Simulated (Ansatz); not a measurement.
Here is an Ansatz input file for GaN, space group F-43m. Write the same calculation for the Python package.

```yaml
crystal:
  lattice:
    - [0.0, 2.253501, 2.253501]
    - [2.253501, 0.0, 2.253501]
    - [2.253501, 2.253501, 0.0]
  atoms:
    - { symbol: Ga, position: [0.0, 0.0, 0.0] }
    - { symbol: "N", position: [0.75, 0.75, 0.75] }
kpoints:
  mp_grid:
    grid: [4, 4, 4]
hamiltonian:
  xc: pbesol
scf:
  occupations:
    method: fixed
gw:
  n_empty_bands: 60
  ecut_chi: 80.0
  qp_bands: [v1, c1]
```

The script, `gan.py`:
```python
"""Quasiparticle gap of GaN by G0W0."""

import ansatz as az

lattice = az.Lattice.of(
    [0.0, 2.253501, 2.253501],
    [2.253501, 0.0, 2.253501],
    [2.253501, 2.253501, 0.0],
)
sites = [
    ("Ga", [0.0, 0.0, 0.0]),
    ("N", [0.75, 0.75, 0.75]),
]
xtal = az.Crystal(lattice=lattice)
for symbol, position in sites:
    xtal = xtal.atom(symbol, position)

calc = (
    xtal.calculation()
    .functional("pbesol")
    .kpoints(4, 4, 4)
    .occupations("fixed")
    .gw(empty_bands=60, screening_cutoff=80, quasiparticle_bands=("v1", "c1"))
)
events = []
done = calc.session().plan().execute(on_event=events.append, runs_dir="gw_run")
gw = next(e["data"] for e in events if e["event"] == "gw_qp")
top = gw["frontier_bands"]["highest_filled_band"]
for qp in gw["qp"]:
    if qp["ik"] == 0:
        print("band", qp["band"], "shift", round(qp["e_qp_ev"] - qp["eps_ks_ev"], 3), "eV, Z =", round(qp["z"], 3))
for key, label in (("eps_ks_ev", "Kohn-Sham"), ("e_qp_ev", "G0W0")):
    filled = max(qp[key] for qp in gw["qp"] if qp["band"] <= top)
    empty = min(qp[key] for qp in gw["qp"] if qp["band"] > top)
    print(f"{label} gap on the mesh: {empty - filled:.3f} eV")
print("static dielectric eigenvalues (RPA, this mesh):", [round(e, 3) for e in gw["screening"][0]["eps_tensor_eigenvalues"]])
```

Running `python gan.py` prints:
```text
DeckWarning: basis.ecutwfc = 420 eV, auto-derived from the records' recommended cutoffs: set by Ga (normal level)
band 9 shift -0.349 eV, Z = 0.79
band 10 shift 0.665 eV, Z = 0.818
Kohn-Sham gap on the mesh: 1.642 eV
G0W0 gap on the mesh: 2.656 eV
static dielectric eigenvalues (RPA, this mesh): [10.664, 10.664, 10.664]
```
(Warnings from the package without file and line.)

Notes:
- Energy and stress may still move on a finer k-point mesh.
- The structure comes from a database of computed cells and needn't be a stable or known phase.
- Mesh, empty bands and screening cutoff are small, so the quasiparticle gap isn't converged, and it is read on the mesh points alone. Spin-orbit coupling is left out, which matters for heavy elements.
- Timing: 4.7 s on 1 thread of Arm Neoverse V1, with other jobs on the host, peak memory 0.33 GiB.

(Lines on the test bed's own set-up are left out of the output.)
